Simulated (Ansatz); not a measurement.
# WS2: the cost of one run

Method: DFT LDA, scalar-relativistic, plane waves, PAW, in Ansatz 0.2.0.

4 further runs of the same task are left out: 1 that didn't finish, 3 set aside as unsound or not needed.

## (1) Starting point

It takes space group R3m (No. 160, trigonal). Conventional cell: a = 3.130 Å, b = 3.130 Å, c = 18.174 Å, α = 90.00°, β = 90.00°, γ = 120.00°. W (site symmetry 3m) is surrounded by 6 S at 2.39 Å. Around S (site symmetry 3m) lie 3 W at 2.39 Å.

Structure file:

```xyz
3
Lattice="1.5650 0.9036 6.0579 -1.5650 0.9036 6.0579 0.0000 -1.8071 6.0579" Properties=species:S:1:pos:R:3 pbc="T T T"
W     0.0000    0.0000    0.0120
S     0.0000    0.0000    4.5102
S     0.0000    0.0000    7.6305
```

This cell was relaxed beforehand with the same method: volume 17.13 Å³/atom, gap on the mesh 0.88 eV.

## (2) Phonons at the zone centre, without Raman tensors

input.yaml reads:

```yaml
crystal:
  lattice:
    - [1.5650166889, 0.9035628067, 6.0578742266]
    - [-1.5650166889, 0.9035628067, 6.0578742266]
    - [0.0, -1.8071256131, 6.0578742266]
  atoms:
    - { symbol: W, position: [0.0006584952, 0.0006584952, 0.0006584952] }
    - { symbol: S, position: [0.248175008, 0.248175008, 0.248175008] }
    - { symbol: S, position: [0.4198664967, 0.4198664967, 0.4198664967] }
basis:
  ecutwfc: 420
kpoints:
  mp_grid: { grid: [12, 12, 12] }
hamiltonian:
  xc: lda
scf:
  occupations: { method: fixed }
output:
  eigenvalues: true
phonons:
  method: dfpt
  dielectric: true
  rigid_motions: translations
  eigenvectors: true
```

Started as:

```
ansatz run input.yaml --threads 1 --pin off --max-ram 3072MiB --backend cpu --events-out ev --progress --plain --runs-dir out
```

**Question.** How long does this run take on 1 thread of Arm Neoverse V2, shared host, and how much memory does it need?

About 13 min, with a peak of 1.7 GiB.
